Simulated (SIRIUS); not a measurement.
The system is N.

```
N
1.0
     2.51947    0.00000    0.00000
    -1.25974    2.18193    0.00000
     0.00000    0.00000    2.44600
N
2
Direct
  0.33333 0.66667 0.75000
  0.66667 0.33333 0.25000
```

The real solid is made of molecules; this cell is a model form.

```yaml
Program: SIRIUS 7.12.0
Task: single point
Functional: PBE
Potentials_or_basis: all-electron FP-LAPW
Cutoff: 261 eV
Basis: apw+lo standard
k_mesh: 12 × 12 × 11
Occupations: fermi-dirac, width 0.05 eV
Spin: no spin polarisation
```

On this cell: largest force under 0.003 eV/Å; band gap on the k mesh none (metal or under the smearing width).

The same run follows on a disturbed copy (atoms moved at random):

```
CELL_PARAMETERS angstrom
2.51947 0.00000 0.00000
-1.25974 2.18193 0.00000
0.00000 0.00000 2.44600
ATOMIC_POSITIONS crystal
N 0.32898 0.66023 0.73606
N 0.67162 0.33290 0.25859
```

Question: What changes?

Answer: The energy (extrapolated to zero smearing) moves by -30.9 meV/atom; largest force 2.184 eV/Å; band gap on the k mesh none (metal or under the smearing width).

Forces in eV/Å, atoms in the order of the input:
```
N   -0.126 -0.086 -2.179
N    0.126  0.086  2.179
```

The energy falls, though the first cell shows no forces: that form is unstable against this distortion, unless noise or another electronic state is at work.
